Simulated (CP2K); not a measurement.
Crystal: Ge.

```
Ge
1.0
     2.99111    0.00000    0.00000
    -1.51052    2.58168    0.00000
     0.00000    0.00000    4.72760
Ge
2
Direct
  0.33345 0.66655 0.25000
  0.66655 0.33345 0.75000
```

This isn't the form of Ge at room conditions, which is diamond.

Program: CP2K 2026.2. Alike in all runs: task single point; cell as given; k mesh 10 × 10 × 6.

**Question.** Order these runs on this cell by their pressure, lowest first.
A. level LDA; potentials or basis GTH_POTENTIALS Ge GTH-PADE-q4; TZVP-MOLOPT-PBE-GTH basis; spin off; smearing gaussian 0.1 eV; MAX_SCF 100; MIXING ALPHA 0.4; NBUFFER 8; NGRIDS 4; potentials Ge GTH-PADE-q4 of GTH_POTENTIALS
B. level BLYP; potentials or basis GTH_POTENTIALS Ge GTH-BLYP-q4; TZVP-MOLOPT-PBE-GTH basis; spin collinear, ferrimagnetic start; smearing fermi-dirac 0.05 eV; MAX_SCF 150; MIXING ALPHA 0.2; NBUFFER 10; NGRIDS 4; potentials Ge GTH-BLYP-q4 of GTH_POTENTIALS
C. level PBEsol; potentials or basis POTENTIAL_UZH Ge GTH-PBE-q4; TZVP-MOLOPT-PBE-GTH basis; spin off; smearing gaussian 0.02 eV; MAX_SCF 100; MIXING ALPHA 0.4; NBUFFER 8; NGRIDS 5; potentials Ge GTH-PBE-q4 of POTENTIAL_UZH

**Answer.** A (-1.2 GPa), C (4.0 GPa), B (10.4 GPa).

Caveats: the basis of atomic orbitals isn't converged, which shifts pressures, moduli and gaps; the potentials were made for another functional, which shifts forces and pressure (some runs).

Runs at the PBE level aren't shown here.
